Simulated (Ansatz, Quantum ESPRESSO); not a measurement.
# RbCl (Fm-3m): Raman and infrared activity, part 3 of 3

Wanted: vibrational spectra of RbCl (Fm-3m) from linear and non-linear response.

Quantum ESPRESSO 8.0 development, patched; DFT LDA, scalar-relativistic, plane waves, PseudoDojo norm-conserving pseudopotentials.

So far. Step 5 (Linear response at Γ): The acoustic modes at Γ come out as far as 0.5 cm⁻¹ from zero, where they should vanish, a small numerical error; the Born charges miss their sum rule by 4.0e-5 e, which is good. Step 6 (Zone-centre analysis): The rule moves no optical mode by more than 0.1 cm⁻¹. The relaxed cell has a = 6.378 Å (conventional setting).

The database entry behind the starting cell differs from later determinations by our own check (about 0.5 % short), so it need not match the best structure at ambient conditions.

## (8) Sum rules set otherwise: a sum rule for molecules or wires on a crystal

This rule also removes rotations, which suits molecules and not a crystal; it is tried to see the harm.

Input file dynmat.in:

```
&input
   fildyn = 'g.dyn'
   asr = 'zero-dim'
   fileig = 'dynmat.eig'
   lperm = .true.
/
```

On the command line:

```bash
> dynmat.x -in dynmat.in > dynmat.out
```

The program printed:

```text
[banner, memory and clock lines left out]
Program DYNMAT v.8.0dev

     Reading Dynamical Matrix from file g.dyn
     ...Force constants read
     ...epsilon and Z* read
     ...Raman cross sections read
     Warning: this looks like a crystal, not a molecule in a box: use asr = 'crystal'
     Acoustic Sum Rule: || Z*(ASR) - Z*(orig)|| =    5.359669E-05
     Acoustic Sum Rule: ||dyn(ASR) - dyn(orig)||=    9.335526E-02
     Message from routine dynmat:
     WARNING: the charges keep any dipole. Ignore the strengths of the modes set to zero; with q typed a rigid rotation may get a frequency
     A direction for q was not specified:TO-LO splitting will be absent

     Polarizability (A^3 units)
     multiply by 0.663723 for Clausius-Mossotti correction (not under assume_isolated = 'mt')
         7.844316    0.000000    0.000000
        -0.000000    7.844316    0.000000
         0.000000    0.000000    7.844316

     IR activities are in (D/A)^2/amu units

# mode   [cm-1]    [THz]      IR
    1     -0.00   -0.0000    0.1498
    2     -0.00   -0.0000    0.2207
    3     -0.00   -0.0000    0.0176
    4      0.00    0.0000    0.9800
    5      0.00    0.0000    1.1017
    6    131.92    3.9550    1.2349

Electronic dielectric permittivity tensor (relative, adimensional)
         2.519958    0.000000    0.000000
        -0.000000    2.519958    0.000000
         0.000000    0.000000    2.519958

 ... with zone-center polar mode contributions
         3.297768   -0.777810   -0.777810
        -0.777810    3.297768    0.777810
        -0.777810    0.777810    3.297768
```

It took 0.57 s on 1 thread of Intel Xeon Platinum 8559C (Emerald Rapids), shared host.

The program raised no error, yet the settings are not those of a careful run.

The fault: a sum rule for molecules or wires on a crystal; 2 optical modes are projected out to zero frequency, as if they were rotations, and the static dielectric tensor is spoilt.

For a crystal the rule has to be 'simple' or 'crystal'.

Zone-centre frequencies as printed; negative means imaginary. Modes:

| mode | frequency (cm⁻¹) |
| --- | --- |
| 1 | 0 |
| 2 | 0 |
| 3 | 0 |
| 4 | 0 |
| 5 | 0 |
| 6 | 131.9 |

## (9) The LO-TO splitting (1 0 0)

A longitudinal polar mode sets up a macroscopic field that stiffens it; the term hangs on the direction from which q goes to zero.

Input file dynmat.in:

```
&input
   fildyn = 'g.dyn'
   asr = 'simple'
   fileig = 'dynmat.eig'
   q(1) = 1.0
   q(2) = 0.0
   q(3) = 0.0
/
```

On the command line:

```bash
> dynmat.x -in dynmat.in > dynmat.out
```

The program printed:

```text
[banner, memory and clock lines left out]
Program DYNMAT v.8.0dev

     Reading Dynamical Matrix from file g.dyn
     ...Force constants read
     ...epsilon and Z* read
     ...Raman cross sections read

     Polarizability (A^3 units)
     multiply by 0.663723 for Clausius-Mossotti correction (not under assume_isolated = 'mt')
         7.844316    0.000000    0.000000
        -0.000000    7.844316    0.000000
         0.000000    0.000000    7.844316

     IR activities are in (D/A)^2/amu units

# mode   [cm-1]    [THz]      IR
    1     -0.00   -0.0000    0.0000
    2     -0.00   -0.0000    0.0000
    3      0.00    0.0000    0.0000
    4    131.92    3.9550    1.2349
    5    131.92    3.9550    1.2349
    6    183.08    5.4887    1.2349
```

The job ended after 0.57 s (1 thread).

Numbers from this step:

* highest mode moved by the LO-TO term: 183.1 cm⁻¹

Zone-centre frequencies as printed; negative means imaginary. Modes:

| mode | frequency (cm⁻¹) |
| --- | --- |
| 1 | 0 |
| 2 | 0 |
| 3 | 0 |
| 4 | 131.9 |
| 5 | 131.9 |
| 6 | 183.1 |

The field moves one mode, from 132 to 183 cm⁻¹; the others stay.

## (10) A second program

A second program on the same cell, potentials, cutoff and meshes tests the implementation of the phonon response, not its convergence. Its field response is summed in its own way. Its k mesh is centred on Γ.

This step: DFT LDA, scalar-relativistic, plane waves, PseudoDojo norm-conserving pseudopotentials (Ansatz 0.2.0).

Input file input.yaml:

```yaml
crystal:
  lattice:
    - [-3.188852714, 0.0, 3.188852714]
    - [0.0, 3.188852714, 3.188852714]
    - [-3.188852714, 3.188852714, 0.0]
  atoms:
    - { symbol: Rb, position: [0.0, 0.0, 0.0] }
    - { symbol: Cl, position: [0.5, 0.5, 0.5] }
kpoints:
  mp_grid: { grid: [6, 6, 6] }
hamiltonian:
  xc: lda
  pseudopotentials: { kind: nc, accuracy: standard }
scf:
  occupations: { method: fixed }
output:
  eigenvalues: true
basis:
  ecutwfc: 761.919
phonons:
  method: dfpt
  dielectric: true
  rigid_motions: translations
  raman: true
```

On the command line:

```bash
> ansatz run input.yaml --threads 2 --pin off --max-ram 4096MiB --backend cpu --events-out ev --progress --plain --runs-dir out
```

The program printed:

```text
Engine: ansatz 0.2.0, x86_64-unknown-linux-gnu
Pseudopotentials: kind: nc
Pseudopotential: Rb, nc, valence charge 9, recommended cutoff 571.439111 eV (normal), Rb.nc.azcp (PseudoDojo's, or run here from an input of PseudoDojo's; its table is named by hamiltonian.pseudopotentials.accuracy)
Pseudopotential: Cl, nc, valence charge 7, recommended cutoff 761.918815 eV (normal), Cl.nc.azcp (PseudoDojo's, or run here from an input of PseudoDojo's; its table is named by hamiltonian.pseudopotentials.accuracy)
Functional definition: SPW92
  exchange = slater_x
  correlation = pw_c
Crystal: 2 atoms, lattice volume = 64.853 Å³
Basis set: ecut = 761.919 eV, 3119 PW (Γ), exchange–correlation on 90×90×90 points (8 copies of the dense FFT grid, shifted against one another)
Bands: 12, of which v1, the nominal top of the filled ones, is band 8 counted from 1 (7 counted from 0)
Symmetry: 48 space group operations
k-points: 30 of 216 (irreducible under 8 space group operations, time reversal used)
Non-local potential: Rb, projectors of the file, l = 0: 2, l = 1: 2, l = 2: 2
Non-local potential: Cl, projectors of the file, l = 0: 2, l = 1: 2, l = 2: 2
Initial density: superposition of atomic densities (chi_scale 0.1, normalization cell, long waves kept (reshape's long-wave potential 0.00 eV rms))
Initial wavefunctions: pseudopotential atomic-orbital guess
Functional: x = slater, c = lda
SCF iter   1: F=—  HF=-1188.622057 eV  |F-HF|=—  |Δ(HF+E_count)|=         —  Δρ=4.04e-2  dr2=1.86e0  ethr=3.10e-3  ⟨swp⟩=5.2  Hψ=2119  notcnv=0  defer=36
preconditioner: auto → none  [insulator: Δε(μ)=3.698 eV  Ē_g=13.574 eV  n_scr=14 (ndim 8)  ℏωp=17.3 eV  f_vac=0.000  ε∞_Penn≈2.6]
SCF iter   2: F=—  HF=-1187.882803 eV  |F-HF|=—  |Δ(HF+E_count)|=   7.39e-1  Δρ=1.12e-2  dr2=1.27e-1  ethr=3.10e-3  ⟨swp⟩=3.0  Hψ=1056  notcnv=0  defer=44
SCF iter   3: F=—  HF=-1187.848424 eV  |F-HF|=—  |Δ(HF+E_count)|=   3.44e-2  Δρ=3.70e-3  dr2=1.17e-2  ethr=7.97e-4  ⟨swp⟩=2.0  Hψ=541  notcnv=0  defer=58
SCF iter   4: F=—  HF=-1187.847686 eV  |F-HF|=—  |Δ(HF+E_count)|=   7.38e-4  Δρ=9.98e-4  dr2=7.21e-4  ethr=7.29e-5  ⟨swp⟩=2.3  Hψ=615  notcnv=0  defer=58
SCF iter   5: F=—  HF=-1187.847836 eV  |F-HF|=—  |Δ(HF+E_count)|=   1.50e-4  Δρ=7.26e-5  dr2=3.50e-6  ethr=4.51e-6  ⟨swp⟩=2.8  Hψ=655  notcnv=0  defer=58
SCF iter   6: F=—  HF=-1187.847840 eV  |F-HF|=—  |Δ(HF+E_count)|=   3.46e-6  Δρ=8.85e-6  dr2=2.45e-8  ethr=2.19e-8  ⟨swp⟩=2.4  Hψ=557  notcnv=0  defer=40
SCF iter   7: F=—  HF=-1187.847865 eV  |F-HF|=—  |Δ(HF+E_count)|=   2.52e-5  Δρ=1.19e-6  dr2=7.05e-10  ethr=1.53e-10  ⟨swp⟩=2.5  Hψ=602  notcnv=0  defer=20
SCF iter   8: F=-1187.847865 eV  HF=-1187.847865 eV  |F-HF|=1.82e-12  |Δ(HF+E_count)|=  2.77e-10  Δρ=8.62e-8  dr2=3.51e-12  ethr=1.00e-12  ⟨swp⟩=10.9  Hψ=2912  notcnv=0
SCF 1 converged in 8 iterations: F = -1187.847865 eV  dr2 = 3.51e-12
NSCF: frozen V_eff on 3 k-points
DFPT response loops at Γ: preconditioner auto → none (the input reference at scf.mixing.eps_inf says where Resta's filter doesn't serve); β = 0.50; Broyden in place of MSR1
── the response to a field inside a basis, on 6×6×6 k-points: an SCF that follows is theirs, and a resumed run solves both again ──
Bands: 9, of which v1, the nominal top of the filled ones, is band 8 counted from 1 (7 counted from 0)
k-points: 28 of 216 (irreducible under 12 space group operations)
Initial density: handed on by an earlier stage of this run
Initial wavefunctions: pseudopotential atomic-orbital guess (no wavefunctions were taken with the density)
Eigensolver: Dense (28 Hₖ)
SCF iter   1: F=—  HF=-1187.847048 eV  |F-HF|=—  |Δ(HF+E_count)|=         —  Δρ=6.40e-5  dr2=2.83e-7  ethr=1.00e-1
preconditioner: auto → none  [insulator: Δε(μ)=5.073 eV  Ē_g=12.033 eV  n_scr=14 (ndim 8)  ℏωp=17.3 eV  f_vac=0.060  ε∞_Penn≈3.1]
SCF iter   2: F=—  HF=-1187.847048 eV  |F-HF|=—  |Δ(HF+E_count)|=   3.13e-7  Δρ=3.17e-5  dr2=6.81e-8  ethr=1.77e-9
SCF iter   3: F=—  HF=-1187.847048 eV  |F-HF|=—  |Δ(HF+E_count)|=   1.09e-7  Δρ=2.32e-6  dr2=4.34e-9  ethr=4.25e-10
SCF iter   4: F=-1187.847048 eV  HF=-1187.847048 eV  |F-HF|=2.27e-12  |Δ(HF+E_count)|=   1.44e-9  Δρ=2.54e-7  dr2=1.95e-11  ethr=2.71e-11
SCF 1 converged in 4 iterations: F = -1187.847048 eV  dr2 = 1.95e-11
DFPT response loops at Γ: mixed as the last ones told, above
DFPT response loops at Γ: mixed as the last ones told, above
DFPT response loops at Γ: mixed as the last ones told, above
SCF converged after 8 iterations
Free energy (F): -1187.847865 eV
Harris-Foulkes:  -1187.847865 eV  (|F-HF|=1.82e-12)
Internal energy: -1187.847865 eV  (E = F + TS)
E sigma→0 (E₀):  -1187.847865 eV
Fermi energy:    1.445698 eV
--- Per-component energies (eV) ---
  E_band       = -97.407399
  E_kinetic    = 350.948566
  E_local      = -626.192534  (includes V_loc(G=0)·N_el)
  E_nonlocal   = 28.943550
  E_hartree    = 200.158343
  E_xc         = -313.836481
  E_vxc        = -251.423663  (∫ρ·V_xc dr)
  E_ewald      = -827.869308
  E_smearing   = -0.000000  (= −TS)
  E_closure    = -0.000000  (closes the sum)
  Σ components = -1187.847865   (vs F -1187.847865, Δ=0.00e0)
--- Band table (eV; the first three rows and the last of 30) ---
  k-point 0: bands = [... 4 lower, -6.2599, 1.4457, 1.4457, 1.4457, 6.2938, 9.1910, 9.1910, 9.1910]
  k-point 1: bands = [... 4 lower, -6.2460, 1.1135, 1.3244, 1.3244, 7.0002, 9.0016, 9.5741, 9.5741]
  k-point 2: bands = [... 4 lower, -6.2189, 0.5819, 1.0988, 1.0988, 8.4174, 9.0730, 10.6440, 10.6440]
  k-point 29: bands = [... 4 lower, -6.4133, 1.1291, 1.3526, 1.3526, 7.1994, 9.5782, 11.2444, 11.5261]
--- Phonons (Γ-DFPT): 2 representative perturbations + reference, on 30 of 216 k-points (Σ response iterations 6) ---
  k mesh reduced under 8 symmetry operations, with k and −k counted as one. Each operation leaves every solved perturbation unchanged. A smaller set is not considered because the run solves the response to a homogeneous field
  ASR residual: 1.078e-4 → 0.000e0 eV/Å²; symmetrization residual: 5.192e-7 eV/Å²
  ASR residual per site (eV/Å²): 3.64e-5 1.08e-4
  Γ frequencies (cm⁻¹): 0.00 0.00 0.00 131.92 131.92 131.92
  ε∞ (high-frequency dielectric tensor):
        2.519568    -0.000000     0.000000
        0.000000     2.519568    -0.000000
        0.000000     0.000000     2.519568
  ε⁰ (static dielectric tensor: ions relaxed, cell fixed):
        4.853053    -0.000000     0.000000
        0.000000     4.853053     0.000000
       -0.000000     0.000000     4.853053
  ε⁰ − ε∞ (ionic part):
        2.333485    -0.000000    -0.000000
       -0.000000     2.333485     0.000000
       -0.000000     0.000000     2.333485
  softest optical mode at Γ: 131.92 cm⁻¹; the repairs (sum rule, projections) moved no ω² at Γ by more than (0.92 cm⁻¹)²
  Born effective charges Z* (e; rows j = field, columns β = displacement):
    site 0:
         1.15805   -0.00000    0.00000
         0.00000    1.15805    0.00000
        -0.00000    0.00000    1.15805
    site 1:
        -1.15805    0.00000   -0.00000
         0.00000   -1.15805    0.00000
         0.00000   -0.00000   -1.15805
  Z* charge neutrality: 1.158e-5 e pre-enforcement
  k-mesh period / interband length: 27.1 Å / 1.26 Å = 21.48 at k = (0.0000, 0.0000, 0.0000), direct gap 4.848 eV — 14 or more, which is no proof of convergence
  Raman tensors (in the event stream and the table raman_tensors.tsv): an entry may err by 5.7e-4 Å², one of the second-order susceptibility by 1.4e-20 pm/V (basis, points and sum rule); their sum over the sites missed zero by 7.032e-21 Å² ahead of its enforcement
  optical modes at Γ without the LO–TO term, one row a degenerate level:
      ω (cm⁻¹)  modes    IR ((D/Å)²/amu)  static Raman (Å⁴/amu)  depolarisation
        131.92      3             3.7043                 0.0000               —
  optical modes at Γ + LO–TO along q̂ = [1.0000, 0.0000, 0.0000]:
      ω (cm⁻¹)  modes    IR ((D/Å)²/amu)  static Raman (Å⁴/amu)  depolarisation
        131.92      2             2.4696                 0.0000               —
        183.08      1             1.2348                 0.0000               —
  optical modes at Γ + LO–TO along q̂ = [0.0000, 1.0000, 0.0000]:
      ω (cm⁻¹)  modes    IR ((D/Å)²/amu)  static Raman (Å⁴/amu)  depolarisation
        131.92      2             2.4696                 0.0000               —
        183.08      1             1.2348                 0.0000               —
  optical modes at Γ + LO–TO along q̂ = [0.0000, 0.0000, 1.0000]:
      ω (cm⁻¹)  modes    IR ((D/Å)²/amu)  static Raman (Å⁴/amu)  depolarisation
        131.92      2             2.4696                 0.0000               —
        183.08      1             1.2348                 0.0000               —
```

Wall time 73 s (2 threads); peak memory 0.77 GiB.

This step gave:

```
sum-rule residual before enforcement    : 1.08e-4 eV/Å²
miss of the charge sum rule             : 1.16e-5 e
mean high-frequency dielectric constant : 2.520
```

Transverse modes. Infrared lines, with heights relative to the strongest:

| position (cm⁻¹) | label | IR intensity ((D/Å)²/amu), degenerate modes summed, relative |
| --- | --- | --- |
| 132 | T1u | 100 |

## (11) Side by side: QE PseudoDojo and Ansatz, PseudoDojo

Worked out from the results:

| Item | Value |
| --- | --- |
| root-mean-square difference | 0 cm⁻¹ |
| largest difference | 0 cm⁻¹ |

Frequencies side by side, by row:

| q (reciprocal lattice) | mode | QE PseudoDojo (cm⁻¹) | Ansatz, PseudoDojo (cm⁻¹) |
| --- | --- | --- | --- |
| 0 0 0 | 1 | 0 | 0 |
| 0 0 0 | 2 | 0 | 0 |
| 0 0 0 | 3 | 0 | 0 |
| 0 0 0 | 4 | 131.9 | 131.9 |
| 0 0 0 | 5 | 131.9 | 131.9 |
| 0 0 0 | 6 | 131.9 | 131.9 |

The two runs side by side. Further quantities:

| quantity | QE PseudoDojo | Ansatz, PseudoDojo |
| --- | --- | --- |
| mean ε∞ | 2.52 | 2.52 |
| largest Born charge in size (e; the first before, the second after the charge sum rule) | 1.158 | 1.158 |
| summed IR intensity ((D/Å)²/amu) | 3.705 | 3.704 |

At the zone centre the largest difference (acoustic modes at Γ apart) is 0.008 % of the highest mode.

## (12) What came out

- space group after relaxation: Fm-3m
- volume per atom: 32.4 Å³
- gap on the k-mesh: 4.85 eV
- highest optical zone-centre mode (no LO-TO term): 131.9 cm⁻¹
- highest mode moved by the LO-TO term: 183.1 cm⁻¹
- mean high-frequency dielectric constant: 2.52
- largest Born charge in size (third of the trace): 1.16 e
- mean static dielectric constant: 4.85
- imaginary optical modes at the zone centre (no q mesh in this session): none
- largest difference from Ansatz, PseudoDojo: 0 cm⁻¹

No mode is Raman active in this structure; the strongest infrared line lies at 132 cm⁻¹. At the LDA level the optical modes of RbCl (Fm-3m) at the zone centre (no LO-TO term) lie at 132 cm⁻¹. Along the directions run, the highest mode that the macroscopic field moves lies at 183 cm⁻¹. Lattice motion raises the mean dielectric constant from 2.52 to 4.853. The Born charge of Rb is 1.158 e against a formal charge of +1, somewhat above it. The Lyddane-Sachs-Teller relation holds: (ωLO/ωTO)² is 1.93 and ε₀/ε∞ is 1.93. QE PseudoDojo and Ansatz, PseudoDojo agree to 0.01 cm⁻¹ (0.008 % of the highest mode compared) on all solved modes but the acoustic ones at Γ, without the LO-TO term. These are harmonic frequencies at zero temperature: anharmonic shifts and linewidths and thermal expansion are left out. The build is a development version in which the Raman tensors of release 7.5 are mended; dynmat.x leaves out the electro-optic term of LO lines.

[Host names and launcher messages were left out of these logs when they were recorded.]

[Logs are printed without paths, hosts, clocks, repeated set-up lines and the standing remarks that a program may print on its own settings, such as how far it seeks lower states.]

[Hosts, paths, dates, database ids (printed as entryN), source tags and the programs' standing remarks are cut or masked in the printed files.]
